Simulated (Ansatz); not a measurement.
**CoSn2: tests of the settings**

Aim, for CoSn2: see how the k-point mesh moves the results.

Program: Ansatz 0.2.0. Level of theory: DFT PBEsol, scalar-relativistic, plane waves, PAW. These are calculated values, not measurements.

4 further runs of the same task are left out: 3 for a known fault of the program, 1 set aside as unsound or not needed. Runs told in other sessions of the task aren't counted.

### Step 1. The system as given

It takes space group I4/mcm (No. 140, tetragonal). The conventional cell has a = 6.365 Å, b = 6.365 Å, c = 5.457 Å, α = 90.00°, β = 90.00°, γ = 90.00°. Around Co (site symmetry 422) lie 2 Co at 2.73 Å and 8 Sn at 2.76 Å. Sn (site symmetry m2m) has 4 Co at 2.76 Å and 1 Sn at 2.84 Å in its first shell of neighbours.

As a file:

```cif
data_structure
_symmetry_space_group_name_H-M 'I4/mcm'
_symmetry_Int_Tables_number 140
_cell_length_a 6.3650
_cell_length_b 6.3650
_cell_length_c 5.4570
_cell_angle_alpha 90.000
_cell_angle_beta 90.000
_cell_angle_gamma 90.000
_cell_volume 221.08
loop_
_atom_site_label
_atom_site_type_symbol
_atom_site_symmetry_multiplicity
_atom_site_Wyckoff_symbol
_atom_site_fract_x
_atom_site_fract_y
_atom_site_fract_z
_atom_site_occupancy
Co1 Co 4 a 0.00000 0.00000 0.25000 1
Sn1 Sn 8 h 0.15800 0.65800 0.00000 1
```

The structure comes from the Crystallography Open Database; it is used as listed.

### Step 2. The base input

The input, input.yaml:

```yaml
crystal:
  lattice:
    - [-3.1825, 3.1825, 2.7285]
    - [3.1825, -3.1825, 2.7285]
    - [3.1825, 3.1825, -2.7285]
  atoms:
    - { symbol: Co, position: [0.25, 0.25, 0.0] }
    - { symbol: Co, position: [0.75, 0.75, 0.0] }
    - { symbol: Sn, position: [0.658, 0.158, 0.816] }
    - { symbol: Sn, position: [0.158, 0.342, 0.5] }
    - { symbol: Sn, position: [0.342, 0.842, 0.184] }
    - { symbol: Sn, position: [0.842, 0.658, 0.5] }
basis:
  ecutwfc: 420
kpoints:
  mp_grid: { grid: [8, 8, 8] }
hamiltonian:
  xc: pbesol
scf:
  occupations: { method: gaussian, width: 0.1 }
output:
  forces: true
  stress: true
  eigenvalues: true
  populations: true
```

It was run beforehand and gave: -5664.2750 eV/atom at zero smearing, pressure -4.09 GPa, largest force 0.873 eV/Å, no gap on the mesh, in 7 SCF cycles and 44 s.

### Step 3. K-point mesh set to 1×1×1

The input, input.yaml:

```yaml
crystal:
  lattice:
    - [-3.1825, 3.1825, 2.7285]
    - [3.1825, -3.1825, 2.7285]
    - [3.1825, 3.1825, -2.7285]
  atoms:
    - { symbol: Co, position: [0.25, 0.25, 0.0] }
    - { symbol: Co, position: [0.75, 0.75, 0.0] }
    - { symbol: Sn, position: [0.658, 0.158, 0.816] }
    - { symbol: Sn, position: [0.158, 0.342, 0.5] }
    - { symbol: Sn, position: [0.342, 0.842, 0.184] }
    - { symbol: Sn, position: [0.842, 0.658, 0.5] }
basis:
  ecutwfc: 420
kpoints:
  mp_grid: { grid: [1, 1, 1] }
hamiltonian:
  xc: pbesol
scf:
  occupations: { method: gaussian, width: 0.1 }
output:
  forces: true
  stress: true
  eigenvalues: true
```

Run with:

```console
> ansatz run input.yaml --threads 1 --pin off --max-ram 2560MiB --backend cpu --events-out ev --progress --plain --runs-dir out
```

### Step 4. K-point mesh set to 2×2×2

Edit input.yaml of step 3 so:

```diff
@@ -15,3 +15,3 @@
 kpoints:
-  mp_grid: { grid: [1, 1, 1] }
+  mp_grid: { grid: [2, 2, 2] }
 hamiltonian:
```

### Step 5. K-point mesh: 4×4×4

Edit input.yaml of step 4 so:

```diff
@@ -15,3 +15,3 @@
 kpoints:
-  mp_grid: { grid: [2, 2, 2] }
+  mp_grid: { grid: [4, 4, 4] }
 hamiltonian:
```

### Step 6. K-point mesh: 6×6×6

Edit input.yaml of step 5 so:

```diff
@@ -15,3 +15,3 @@
 kpoints:
-  mp_grid: { grid: [4, 4, 4] }
+  mp_grid: { grid: [6, 6, 6] }
 hamiltonian:
```

### Step 7. K-point mesh: 10×10×10

Edit input.yaml of step 6 so:

```diff
@@ -15,3 +15,3 @@
 kpoints:
-  mp_grid: { grid: [6, 6, 6] }
+  mp_grid: { grid: [10, 10, 10] }
 hamiltonian:
@@ -24 +24,5 @@
   eigenvalues: true
+  write_density: true
+  write_potential: true
+  elf: true
+  volumetric_format: npy
```

### Step 8. K-point mesh: 12×12×12

Edit input.yaml of step 7 so:

```diff
@@ -15,3 +15,3 @@
 kpoints:
-  mp_grid: { grid: [10, 10, 10] }
+  mp_grid: { grid: [12, 12, 12] }
 hamiltonian:
@@ -24,5 +24 @@
   eigenvalues: true
-  write_density: true
-  write_potential: true
-  elf: true
-  volumetric_format: npy
```

(Steps that only read results are left out.)

What results come out of these runs, taken together?

As calculated:

| quantity | value |
| --- | --- |
| k-point mesh: within 10 and 1 meV/atom of 12×12×12 from | 4×4×4 for 10; none of the others for 1 |

The last step in the k-point mesh still changes the energy by 1.43 meV/atom: the series is not settled to 1 meV/atom. The error changes sign along the series, since a k mesh isn't variational, and a metal needs dense meshes to resolve its Fermi surface. Forces stay within 0.01 eV/Å of the reference from 10×10×10 on. The listed cell is far from this method's equilibrium (-4.1 GPa, forces up to 0.87 eV/Å), so its values are not those of the relaxed crystal. The final runs have no spin polarisation, so a magnetic state may lie lower.
